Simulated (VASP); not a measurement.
# SnO2 (Imma) in VASP: a series of runs, part 2 of 2

VASP 6.6.1. Earlier steps stand in the parts before.

### 3 Optical spectrum, PBE

File INCAR:

```
PREC = Accurate
ENCUT = 520
EDIFF = 1E-7
ISMEAR = 0
SIGMA = 0.02
LREAL = F
LASPH = T
NELM = 60
ALGO = Fast
ISIF = 2
LWAVE = F
LCHARG = F
GGA = PE
LOPTICS = T
NBANDS = 76
NEDOS = 1000
CSHIFT = 0.1
```

File KPOINTS:

```
Automatic mesh
0
Gamma
  5 5 5
```

File POSCAR:

```
SnO2
1.0
   -3.2488970000      3.4144700000      3.4140210000
    3.2488970000     -3.4144700000      3.4140210000
    3.2488970000      3.4144700000     -3.4140210000
Sn O
4 8
Direct
    0.5000000000      0.0000000000      0.0000000000
    0.5000000000      0.5000000000      0.5000000000
    0.0035990000      0.7535990000      0.2500000000
    0.9964010000      0.2464010000      0.7500000000
    0.8064960000      0.8037740000      0.4972780000
    0.8064960000      0.3092180000      0.0027220000
    0.3024350000      0.2459400000      0.0564950000
    0.6894450000      0.2459400000      0.4435050000
    0.3105550000      0.7540600000      0.5564950000
    0.1935040000      0.6907820000      0.9972780000
    0.6975650000      0.7540600000      0.9435050000
    0.1935040000      0.1962260000      0.5027220000
```

Potentials or basis: VASP PAW PBE potentials, release 64 (Sn_d, O).

Command:

```
$ cat potpaw_PBE.64/Sn_d/POTCAR potpaw_PBE.64/O/POTCAR > POTCAR
$ mpirun -np 1 vasp_std > vasp.out
```

OUTCAR:

```text
PREC = Accurate
   ENCUT = 520
   EDIFF = 1E-7
   ISMEAR = 0
   LREAL = F
   LASPH = T
   NELM = 60
   ISIF = 2
   GGA = PE

 ion  position               nearest neighbor table
   1  0.500  0.000  0.000-   6 2.09  10 2.09   7 2.09  11 2.09   8 2.09   9 2.09   2 3.25   2 3.25

   2  0.500  0.500  0.500-   5 2.09  12 2.09   9 2.09   8 2.09  11 2.09   7 2.09   1 3.25   1 3.25

   3  0.004  0.754  0.250-  10 2.09  12 2.09   9 2.09  11 2.09   5 2.10   6 2.10   4 3.25   4 3.25

   4  0.996  0.246  0.750-   6 2.09   5 2.09   8 2.09   7 2.09  12 2.10  10 2.10   3 3.25   3 3.25

   5  0.806  0.804  0.497-   4 2.09   2 2.09   3 2.10
   6  0.806  0.309  0.003-   4 2.09   1 2.09   3 2.10
   7  0.302  0.246  0.056-   4 2.09   1 2.09   2 2.09
   8  0.689  0.246  0.444-   4 2.09   2 2.09   1 2.09
   9  0.311  0.754  0.556-   3 2.09   2 2.09   1 2.09
  10  0.194  0.691  0.997-   3 2.09   1 2.09   4 2.10
  11  0.698  0.754  0.944-   3 2.09   1 2.09   2 2.09
  12  0.194  0.196  0.503-   3 2.09   2 2.09   4 2.10

  LATTYP: Found a body centered orthorhombic cell.
 ALAT       =     6.4977940000
 B/A-ratio  =     1.0508246337
 C/A-ratio  =     1.0509628345

  Lattice vectors:

 A1 = (  -3.2488970000,  -3.4144700000,   3.4140210000)
 A2 = (   3.2488970000,  -3.4144700000,  -3.4140210000)
 A3 = (   3.2488970000,   3.4144700000,   3.4140210000)

Analysis of symmetry for initial positions (statically):
=====================================================================
 Subroutine PRICEL returns:
 Original cell was already a primitive cell.

 Routine SETGRP: Setting up the symmetry group for a
 body centered orthorhombic supercell.

 Subroutine GETGRP returns: Found  8 space group operations
 (whereof  4 operations were pure point group operations)
 out of a pool of  8 trial point group operations.

The static configuration has the point symmetry C_2h.
 The point group associated with its full space group is D_2h.

Analysis of symmetry for dynamics (positions and initial velocities):
=====================================================================
 Subroutine PRICEL returns:
 Original cell was already a primitive cell.

 Routine SETGRP: Setting up the symmetry group for a
 body centered orthorhombic supercell.

 Subroutine GETGRP returns: Found  8 space group operations
 (whereof  4 operations were pure point group operations)
 out of a pool of  8 trial point group operations.

[... 1789 lines left out ...]
 [bands above 64 left out]

------------------------ aborting loop because EDIFF is reached ----------------------------------------

  FORCE on cell =-STRESS in cart. coord.  units (eV):
  Direction    XX          YY          ZZ          XY          YZ          ZX
  --------------------------------------------------------------------------------------
  -------------------------------------------------------------------------------------
  Total       -0.5534768     -0.0499387     -0.0237235      0.0000000      0.0000000      0.0000000
  in kB       -5.8536212     -0.5281565     -0.2509015      0.0000000      0.0000000      0.0000000
  external PRESSURE =      -2.2108931 kB  Pullay stress =       0.0000000 kB

 VOLUME and BASIS-vectors are now :
 -----------------------------------------------------------------------------
  energy-cutoff  :      520.00
  volume of cell :      151.49
      direct lattice vectors                 reciprocal lattice vectors
    -3.248897000  3.414470000  3.414021000     0.000000000  0.146435611  0.146454869
     3.248897000 -3.414470000  3.414021000     0.153898385  0.000000000  0.146454869
     3.248897000  3.414470000 -3.414021000     0.153898385  0.146435611  0.000000000

 POSITION                                       TOTAL-FORCE (eV/Angst)
 -----------------------------------------------------------------------------------
     -1.62445      1.70724      1.70701         0.000000     -0.000000     -0.000000
      1.62445      1.70724      1.70701         0.000000     -0.000000      0.000000
      3.24890     -1.70723      1.73158        -0.000000     -0.000000     -0.058495
      0.00000      5.12171      1.68244         0.000000     -0.000000      0.058495
      1.60676      1.70724      3.79978         0.031534      0.000000      0.015840
     -1.60676      1.70723      3.79978        -0.031534     -0.000000      0.015840
     -0.00000      0.38580      1.67929        -0.000000      0.016626      0.031557
      0.00000      3.02867      1.67929        -0.000000     -0.016626      0.031557
      3.24890      0.38580      1.73473         0.000000      0.016626     -0.031557
      4.85566      1.70723     -0.38576         0.031534      0.000000     -0.015840
      3.24890      3.02867      1.73473         0.000000     -0.016626     -0.031557
      1.64214      1.70723     -0.38576        -0.031534     -0.000000     -0.015840
 -----------------------------------------------------------------------------------
    total drift:                                0.000000      0.000000     -0.000000

  FREE ENERGIE OF THE ION-ELECTRON SYSTEM (eV)
  ---------------------------------------------------
  free  energy   TOTEN  =       -74.6191141881 eV

  energy  without entropy=      -74.6191141881  energy(sigma->0) =      -74.61911419

 electrical conductivity sigma (Mega S m-1) (frequency dependency in vasprun.xml)
  --------------------------------------------------------------------------------------
       0.000       0.000       0.000
       0.000       0.000      -0.000
       0.000      -0.000       0.000

  frequency dependent IMAGINARY DIELECTRIC FUNCTION (independent particle, no local field effects) density-density
     E(ev)      X         Y         Z        XY        YZ        ZX
  --------------------------------------------------------------------------------------------------------------
     0.00000     0.00000     0.00000     0.00000     0.00000     0.00000     0.00000
     0.44003     0.01130     0.03559     0.03553     0.00000    -0.00000     0.00000
     0.88005     0.02495     0.13876     0.13788     0.00000    -0.00000     0.00000
     1.32008     0.04558     2.36537     2.39531     0.00000    -0.00000     0.00000
     1.76010     0.08907     0.33632     0.33533     0.00000    -0.00000     0.00000
     2.20013     0.27453     1.06401     1.06531     0.00000    -0.00000     0.00000
[... 92 lines left out ...]
    43.12256     0.00110     0.00108     0.00108     0.00000    -0.00000     0.00000
    43.56258     0.00105     0.00103     0.00103     0.00000    -0.00000     0.00000

  frequency dependent      REAL DIELECTRIC FUNCTION (independent particle, no local field effects) density-density
     E(ev)        X           Y           Z          XY          YZ          ZX
  --------------------------------------------------------------------------------------------------------------
     0.00000     4.74006     4.60236     4.60346     0.00000    -0.00000     0.00000
     0.44003     4.76446     4.67336     4.67438     0.00000    -0.00000     0.00000
     0.88005     4.84246     4.98278     4.98280     0.00000    -0.00000     0.00000
     1.32008     4.99270     5.12633     5.22740     0.00000    -0.00000     0.00000
     1.76010     5.27061     4.38895     4.38875     0.00000    -0.00000     0.00000
     2.20013     5.91353     5.76279     5.76629     0.00000    -0.00000     0.00000
[... 92 lines left out ...]
    43.12256     0.81254     0.81871     0.81856     0.00000     0.00000     0.00000
    43.56258     0.81725     0.82336     0.82322     0.00000     0.00000     0.00000

  frequency dependent IMAGINARY DIELECTRIC FUNCTION (independent particle, no local field effects) current-current
     E(ev)      X         Y         Z        XY        YZ        ZX
  --------------------------------------------------------------------------------------------------------------
     0.00000    16.99692    16.36892    16.36978     0.00000     0.00000     0.00000
     0.44003     1.72185     1.70403     1.70391     0.00000     0.00000     0.00000
     0.88005     0.89793     1.04309     1.04159     0.00000     0.00000     0.00000
     1.32008     0.65030     2.98598     3.02400     0.00000     0.00000     0.00000
     1.76010     0.57414     0.72044     0.71928     0.00000     0.00000     0.00000
     2.20013     0.72095     1.49789     1.49966     0.00000    -0.00000     0.00000
[... 92 lines left out ...]
    43.12256     0.00023     0.00024     0.00024     0.00000    -0.00000     0.00000
    43.56258     0.00021     0.00022     0.00022     0.00000    -0.00000     0.00000

  frequency dependent      REAL DIELECTRIC FUNCTION (independent particle, no local field effects) current-current
     E(ev)        X           Y           Z          XY          YZ          ZX
  --------------------------------------------------------------------------------------------------------------
     0.00000     4.73432     4.58688     4.58711     0.00000     0.00000     0.00000
     0.44003     4.75832     4.65478     4.65483     0.00000     0.00000     0.00000
     0.88005     4.83574     4.94839     4.94709     0.00000     0.00000     0.00000
     1.32008     4.98465     4.75089     4.84541     0.00000     0.00000     0.00000
     1.76010     5.25917     4.35237     4.35369     0.00000     0.00000     0.00000
     2.20013     5.88692     5.66487     5.66912     0.00000     0.00000     0.00000
[... 92 lines left out ...]
    43.12256     0.81255     0.81873     0.81858     0.00000    -0.00000     0.00000
    43.56258     0.81726     0.82338     0.82323     0.00000    -0.00000     0.00000
```

Run time: 9.1 min. Hardware: 1 thread of Intel Xeon Platinum 8488C (Sapphire Rapids), shared host; peak memory 0.73 GiB.

Results:

```
Free energy            : -74.6191 eV
Pressure               : -0.2 GPa
Largest force          : 0.058 eV/Å
Band gap on the k mesh : 0.62 eV
```

Forces in eV/Å, atoms in the order of the input:
```
Sn   0.000  0.000  0.000
Sn   0.000  0.000  0.000
Sn   0.000  0.000 -0.058
Sn   0.000  0.000  0.058
O    0.032  0.000  0.016
O   -0.032  0.000  0.016
O    0.000  0.017  0.032
O    0.000 -0.017  0.032
O    0.000  0.017 -0.032
O    0.032  0.000 -0.016
O    0.000 -0.017 -0.032
O   -0.032  0.000 -0.016
```

Levels at points of the mesh, in eV from the valence-band top:
```
           k point  band 48  band 49  band 50  band 51  band 52  band 53  band 54  band 55  band 56  band 57
(0.00, 0.00, 0.00)    -0.78    -0.77    -0.73    -0.72     0.00     0.62     4.30     4.31     5.63     6.02
```

Dielectric function (mean over the directions given):
```tsv
energy (eV)	real part	imaginary part
0.26	4.67	0.02
1.23	5.54	0.82
2.29	5.90	1.50
3.34	5.10	1.15
4.40	4.11	1.66
5.37	5.06	2.83
6.42	3.54	4.30
7.48	2.93	3.21
8.54	1.87	5.33
9.59	-0.42	4.09
10.56	0.11	2.60
11.62	0.69	2.00
12.67	1.36	2.51
13.73	0.02	3.51
14.78	-0.73	2.19
15.75	-0.89	1.60
16.81	-0.98	0.88
17.87	-0.64	0.56
18.92	-0.33	0.20
19.98	-0.09	0.10
```

Caveat: spectra need much finer meshes, so this one isn't converged; independent-particle spectra lack excitons; spin-orbit coupling is left out, which moves the levels of the heavy elements. As with any semilocal functional, this PBE gap is likely too small.

### 4 Density of states, PBE

POSCAR is that of step 3.

File INCAR.step1:

```
SYSTEM = SnO2
ALGO = Normal
EDIFF = 1E-7
ENCUT = 520
GGA = PE
ISIF = 2
ISMEAR = 0
LASPH = .TRUE.
LCHARG = .TRUE.
LREAL = .FALSE.
LWAVE = .FALSE.
NELM = 80
PREC = Accurate
SIGMA = 0.02
```

File KPOINTS.step1:

```
k-points
0
G
  5 5 5
  0 0 0
```

File INCAR.step2:

```
SYSTEM = SnO2
ALGO = Normal
EDIFF = 1E-7
ENCUT = 520
GGA = PE
ICHARG = 11
ISIF = 2
ISMEAR = -5
LASPH = .TRUE.
LCHARG = .FALSE.
LORBIT = 11
LREAL = .FALSE.
LWAVE = .FALSE.
NEDOS = 1001
NELM = 80
PREC = Accurate
SIGMA = 0.02
```

File KPOINTS.step2:

```
k-points
0
G
  8 8 8
  0 0 0
```

Command:

```
$ cat potpaw_PBE.64/Sn_d/POTCAR potpaw_PBE.64/O/POTCAR > POTCAR
$ cp INCAR.step1 INCAR
$ cp KPOINTS.step1 KPOINTS
$ mpirun -np 1 vasp_std > vasp.out
$ cp INCAR.step2 INCAR
$ cp KPOINTS.step2 KPOINTS
$ mpirun -np 1 vasp_std > vasp.out
```

It took 15 min on 1 thread of Intel Xeon Platinum 8488C (Sapphire Rapids), shared host; peak memory 0.72 GiB.

Results (log left out):

* Valence electrons inside the program's atomic spheres: Sn 12.22; O 5.04

Levels at points of the mesh, in eV from the valence-band top:
| k point | band 48 | band 49 | band 50 | band 51 | band 52 | band 53 | band 54 | band 55 | band 56 | band 57 |
| --- | --- | --- | --- | --- | --- | --- | --- | --- | --- | --- |
| (0.00, 0.00, 0.00) | -0.78 | -0.77 | -0.73 | -0.72 | 0.00 | 0.62 | 4.30 | 4.31 | 5.63 | 6.02 |
| (0.50, 0.00, 0.00) | -1.01 | -0.75 | -0.74 | -0.60 | -0.59 | 3.84 | 3.84 | 5.79 | 5.80 | 6.76 |
| (0.00, 0.50, 0.00) | -1.06 | -0.81 | -0.80 | -0.50 | -0.47 | 3.96 | 3.96 | 5.54 | 5.56 | 8.30 |
| (0.50, 0.50, 0.00) | -1.06 | -0.80 | -0.80 | -0.48 | -0.48 | 3.96 | 3.96 | 5.55 | 5.55 | 8.29 |
| (0.50, 0.50, 0.50) | -1.33 | -1.17 | -1.17 | -0.84 | -0.84 | 4.22 | 4.22 | 5.53 | 5.53 | 7.11 |

States per cell in windows of 1 eV (zero at the valence-band top; states under -8 eV left out):
```
from (eV)  total  O7_p  O8_p  O9_p  O11_p  O5_p  O6_p
     -8.0   2.88  0.12  0.12  0.12   0.12  0.12  0.12
     -7.0   3.17  0.14  0.14  0.14   0.14  0.14  0.14
     -6.0   2.02  0.11  0.11  0.11   0.11  0.10  0.10
     -5.0   5.20  0.31  0.31  0.31   0.31  0.32  0.32
     -4.0   7.21  0.48  0.48  0.48   0.48  0.48  0.48
     -3.0   6.86  0.51  0.51  0.51   0.51  0.51  0.51
     -2.0  12.34  1.04  1.04  1.04   1.04  1.04  1.04
     -1.0   8.57  0.77  0.77  0.77   0.77  0.77  0.77
      0.0   0.00  0.00  0.00  0.00   0.00  0.00  0.00
      1.0   0.14  0.00  0.00  0.00   0.00  0.00  0.00
      2.0   0.42  0.01  0.01  0.01   0.01  0.02  0.02
      3.0   1.07  0.04  0.04  0.04   0.04  0.04  0.04
      4.0   3.37  0.14  0.14  0.14   0.14  0.14  0.14
      5.0   2.72  0.13  0.13  0.13   0.13  0.13  0.13
      6.0   1.67  0.03  0.03  0.03   0.03  0.03  0.03
      7.0   2.94  0.06  0.06  0.06   0.06  0.06  0.06
```

### 5 Electric field gradients, PBE

File INCAR:

```
SYSTEM = SnO2
  PREC = Accurate
  ENCUT = 520
  EDIFF = 1E-8
  ISMEAR = 0
  SIGMA = 0.02
  LREAL = .FALSE.
  LASPH = .TRUE.
  NELM = 60
  ALGO = Normal
  ISIF = 2
  LWAVE = .FALSE.
  LCHARG = .FALSE.
  GGA = PE
  LEFG = .TRUE.
```

File KPOINTS:

```
regular mesh
0
G
  5 5 5
  0 0 0
```

POSCAR is that of step 4.

Potentials or basis: VASP PAW PBE potentials, release 64 (Sn_d, O).

Command:

```
$ cat potpaw_PBE.64/Sn_d/POTCAR potpaw_PBE.64/O/POTCAR > POTCAR
$ mpirun -np 1 vasp_std > vasp.out
```

OUTCAR:

```text
SYSTEM = SnO2
   PREC = Accurate
   ENCUT = 520
   EDIFF = 1E-8
   ISMEAR = 0
   LREAL = .FALSE.
   LASPH = .TRUE.
   NELM = 60
   ISIF = 2
   GGA = PE

 ion  position               nearest neighbor table
   1  0.500  0.000  0.000-   6 2.09  10 2.09   7 2.09  11 2.09   8 2.09   9 2.09   2 3.25   2 3.25

   2  0.500  0.500  0.500-   5 2.09  12 2.09   9 2.09   8 2.09  11 2.09   7 2.09   1 3.25   1 3.25

   3  0.004  0.754  0.250-  10 2.09  12 2.09   9 2.09  11 2.09   5 2.10   6 2.10   4 3.25   4 3.25

   4  0.996  0.246  0.750-   6 2.09   5 2.09   8 2.09   7 2.09  12 2.10  10 2.10   3 3.25   3 3.25

   5  0.806  0.804  0.497-   4 2.09   2 2.09   3 2.10
   6  0.806  0.309  0.003-   4 2.09   1 2.09   3 2.10
   7  0.302  0.246  0.056-   4 2.09   1 2.09   2 2.09
   8  0.689  0.246  0.444-   4 2.09   2 2.09   1 2.09
   9  0.311  0.754  0.556-   3 2.09   2 2.09   1 2.09
  10  0.194  0.691  0.997-   3 2.09   1 2.09   4 2.10
[... 1845 lines left out ...]
----------------------------------------------------------------------
   1      48.222     3.192   -51.414       0.876
   2      48.222     3.192   -51.414       0.876
   3      48.301     3.331   -51.633       0.871
   4      48.301     3.331   -51.633       0.871
   5      63.949    49.679  -113.628       0.126
   6      63.949    49.679  -113.628       0.126
   7      63.939    49.628  -113.567       0.126
   8      63.940    49.627  -113.567       0.126
   9      63.940    49.627  -113.567       0.126
  10      63.949    49.679  -113.628       0.126
  11      63.939    49.628  -113.567       0.126
  12      63.949    49.679  -113.628       0.126
----------------------------------------------------------------------

           NMR quadrupolar parameters

 Cq : quadrupolar parameter    Cq=e*Q*V_zz/h
 eta: asymmetry parameters     (V_yy - V_xx)/ V_zz
 Q  : nuclear electric quadrupole moment in mb (millibarn)
----------------------------------------------------------------------
 ion       Cq(MHz)       eta       Q (mb)
----------------------------------------------------------------------
   1      -0.124       0.876       1.000
   2      -0.124       0.876       1.000
   3      -0.125       0.871       1.000
   4      -0.125       0.871       1.000
   5      -0.275       0.126       1.000
   6      -0.275       0.126       1.000
   7      -0.275       0.126       1.000
   8      -0.275       0.126       1.000
   9      -0.275       0.126       1.000
  10      -0.275       0.126       1.000
  11      -0.275       0.126       1.000
  12      -0.275       0.126       1.000
----------------------------------------------------------------------
```

stdout:

```text
POSCAR found type information on POSCAR SnO
 POSCAR found :  2 types and      12 ions
 scaLAPACK will be used
 LDA part: xc-table for (Slater+PW92), standard interpolation
 POSCAR, INCAR and KPOINTS ok, starting setup
 FFT: planning ... GRIDC
 FFT: planning ... GRID_SOFT
 FFT: planning ... GRID
 WAVECAR not read
 entering main loop
ion   1

ion   2

ion   3

ion   4

ion   5

ion   6

ion   7

ion   8

ion   9

ion  10

ion  11

ion  12
```

Wall time 4.6 min (1 thread of Intel Xeon Platinum 8488C (Sapphire Rapids), shared host); peak memory 0.4 GiB.

What came out:

```
Free energy            : -74.6191 eV
Pressure               : -0.2 GPa
Largest force          : 0.058 eV/Å
Band gap on the k mesh : 0.62 eV
```

Forces in eV/Å, atoms in the order of the input:
```
Sn   0.000  0.000  0.000
Sn   0.000  0.000  0.000
Sn   0.000  0.000 -0.058
Sn   0.000  0.000  0.058
O    0.032  0.000  0.016
O   -0.032  0.000  0.016
O    0.000  0.017  0.032
O    0.000 -0.017  0.032
O    0.000  0.017 -0.032
O    0.032  0.000 -0.016
O    0.000 -0.017 -0.032
O   -0.032  0.000 -0.016
```

Levels at points of the mesh, in eV from the valence-band top:
| k point | band 49 | band 50 | band 51 | band 52 | band 53 | band 54 | band 55 | band 56 |
| --- | --- | --- | --- | --- | --- | --- | --- | --- |
| (0.00, 0.00, 0.00) | -0.77 | -0.73 | -0.72 | 0.00 | 0.62 | 4.30 | 4.31 | 5.63 |

Electric field gradients, principal values (V/Å²):
| atom | Vxx | Vyy | Vzz |
| --- | --- | --- | --- |
| 1 Sn | 3.192 | 48.222 | -51.414 |
| 2 Sn | 3.192 | 48.222 | -51.414 |
| 3 Sn | 3.331 | 48.301 | -51.633 |
| 4 Sn | 3.331 | 48.301 | -51.633 |
| 5 O | 49.679 | 63.949 | -113.628 |
| 6 O | 49.679 | 63.949 | -113.628 |
| 7 O | 49.628 | 63.939 | -113.567 |
| 8 O | 49.627 | 63.940 | -113.567 |
| 9 O | 49.627 | 63.940 | -113.567 |
| 10 O | 49.679 | 63.949 | -113.628 |
| 11 O | 49.628 | 63.939 | -113.567 |
| 12 O | 49.679 | 63.949 | -113.628 |

Caveat: spin-orbit coupling is left out, which moves the levels of the heavy elements.

### 6 Overview

```csv
task,k mesh,further INCAR settings,k mesh for the DOS,occupations for the DOS,gap on the mesh (eV),pressure (GPa),largest force (eV/Å)
dielectric tensor,4 × 4 × 4,ALGO = Normal; EDIFF = 1e-08,-,-,0.61,-,-
optical spectrum,5 × 5 × 5,ALGO = Fast; EDIFF = 1e-07; NBANDS = 76,-,-,0.62,-0.2,0.06
density of states,5 × 5 × 5,ALGO = Normal; EDIFF = 1e-07,8 × 8 × 8,tetrahedron,-,-,-
electric field gradients,5 × 5 × 5,ALGO = Normal; EDIFF = 1e-08,-,-,0.62,-0.2,0.06
```

Alike in all rows: level PBE; potentials or basis VASP PAW PBE potentials, release 64 (Sn_d, O); no spin polarisation; cell as given; cutoff (eV) 520; smearing gaussian 0.02 eV.

On the cell as given the gap runs from 0.61 eV (PBE) to 0.62 eV (PBE); the meshes differ, which moves gaps too.

Caveats: spin-orbit coupling is left out, which moves the levels of the heavy elements (some runs); the gap is small at this level, which inflates the dielectric constant (some runs); spectra need much finer meshes, so this one isn't converged (some runs); independent-particle spectra lack excitons (some runs).

Total energies depend on the potentials used, so only differences within one code and one set of settings carry meaning.
